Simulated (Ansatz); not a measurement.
**Zr2B3: competing structures**

Level of theory: DFT PBE, scalar-relativistic, plane waves, PAW (Ansatz 0.2.0). All cells share a 420 eV cutoff and Γ-centred k meshes spaced at most about 0.3 Å⁻¹ (about 0.25 or finer for metals, 2π included). No spin polarisation.

Energies over the elements count from the elements' standard structures at the same level, with no fitted energy shifts.

Temperature and zero-point effects are left out. Only the structures computed here compete, so a lower one can exist.

Invented guesses were relaxed alike, and ends that match in structure were merged. ΔE counts from the first row. Coordination counts B atoms around Zr (those within 1.25 times the shortest such distance or 1.15 times the sum of covalent radii, 1.27 where that leaves under three; a plus sign parts nearer from farther groups; a slash parts the counts of unlike sites). The ends were matched against large subsets of the Crystallography Open Database and the Materials Project, so a missing match doesn't prove that a structure is unreported.

| # | reached from | type and space group | atoms | Å³/atom | coordination | ΔE (meV/atom) | gap on mesh (eV) | in databases |
| --- | --- | --- | --- | --- | --- | --- | --- | --- |
| 1 | a relaxed cell, shaken at random and relaxed again | P-1 (No. 2) | 10 | 12.3 | Zr 8/10 | 0 | 0.00 | no match |
| 2 | V2O3 type (C2/c), changed on relaxing | R-3c (No. 167) | 10 | 14.7 | Zr 6 | 299 | 0.00 | no match |
| 3 | A-type sesquioxide type (P-3m1) | P-3m1 (No. 164) | 5 | 13.2 | Zr 4+3 | 350 | 0.00 | no match |
| 4 | a relaxed cell, shaken at random and relaxed again | R-3m (No. 166) | 5 | 13.0 | Zr 6 | 407 | 0.00 | no match |
| 5 | Fe3Ge2 type (P-6m2) | P-6m2 (No. 187) | 5 | 13.1 | Zr 8/3+6 | 572 | 0.00 | no match |
| 6 | random cell | P6/mmm (No. 191) | 5 | 14.6 | Zr 6 | 603 | 0.00 | no match |
| 7 | In2Au3 type (P-3m1) | P-3m1 (No. 164) | 5 | 13.6 | Zr 8 | 742 | 0.00 | no match |
| 8 | La2O3 type (P321) | P321 (No. 150) | 5 | 12.9 | Zr 3+3 | 931 | 0.00 | no match |
| 9 | random cell | P6/mmm (No. 191) | 5 | 16.7 | Zr 6 | 1232 | 0.00 | no match |
| 10 | random cell | P6/mmm (No. 191) | 5 | 19.4 | Zr 6 | 1249 | 0.00 | no match |
| 11 | random cell | Pm-3m (No. 221) | 5 | 15.1 | Zr 6/12 | 1530 | 0.00 | no match |

The lowest: Space group P-1 (No. 2), triclinic, a = 3.693 Å, b = 4.906 Å, c = 7.303 Å, α = 91.5°, β = 98.0°, γ = 109.4°. Zr on its first site has 8 B at 2.34–2.75 Å, 3 Zr at 2.91–3.09 Å and 2 B at 2.96–2.99 Å; around Zr on its second site lie 8 B at 2.48–2.81 Å and 5 Zr at 3.06–3.30 Å; B on its first site has 1 B at 1.64 Å, 2 B at 1.77–1.80 Å and 5 Zr at 2.34–2.70 Å; B on its second site is surrounded by 2 B at 1.75–1.80 Å and 7 Zr at 2.57–2.81 Å; B on its third site is surrounded by 1 B at 1.64 Å, 2 B at 1.75–1.77 Å, 4 Zr at 2.43–2.57 Å, 3 B at 2.90–3.01 Å and 2 Zr at 2.96–2.99 Å. Its energy over the elements is −0.55 eV/atom. Whether it is stable depends on the other phases of the system, which aren't compared here. An observed structure of this formula, if there is one, may be missing.

```
Zr B
1.0
     3.69345    0.00000    0.00000
    -1.62966    4.62755    0.00000
    -1.01558   -0.56223    7.21037
Zr B
4 6
Direct
  0.78667 0.68317 0.64958
  0.90839 0.72794 0.11730
  0.21333 0.31683 0.35042
  0.09161 0.27206 0.88270
  0.71534 0.15644 0.53035
  0.58621 0.12098 0.10387
  0.28466 0.84356 0.46965
  0.41379 0.87902 0.89613
  0.43242 0.04727 0.68737
  0.56758 0.95273 0.31263
```

The second: Space group R-3c (No. 167), trigonal, a = 5.290 Å, c = 18.200 Å. Zr has 6 B at 2.39–2.48 Å; B is surrounded by 2 B at 1.68 Å and 4 Zr at 2.39–2.48 Å. Counting B atoms around Zr, the first has Zr 8/10 and the second has Zr 6. The first holds B–B chains (shortest 1.64 Å); the second holds B–B units of three or more atoms (shortest 1.68 Å). Shaken at random and relaxed again, row 6 falls into row 4, 197 meV/atom lower, so it is a saddle point or a shallow minimum. Shaken at random and relaxed again, row 7 falls into row 1, 0.74 eV/atom lower, so it is a saddle point or a shallow minimum. Cells without such a test can be saddle points.

```cif
data_structure
_symmetry_space_group_name_H-M 'R-3c:H'
_symmetry_Int_Tables_number 167
_cell_length_a 5.2896
_cell_length_b 5.2896
_cell_length_c 18.2002
_cell_angle_alpha 90.000
_cell_angle_beta 90.000
_cell_angle_gamma 120.000
_cell_volume 441.01
loop_
_atom_site_label
_atom_site_type_symbol
_atom_site_symmetry_multiplicity
_atom_site_Wyckoff_symbol
_atom_site_fract_x
_atom_site_fract_y
_atom_site_fract_z
_atom_site_occupancy
Zr1 Zr 12 c 0.66667 0.33333 0.45775 1
B1 B 18 e 0.00000 0.18379 0.25000 1
```

Some types were kept out of the candidates beforehand, so the set may lack a known form.
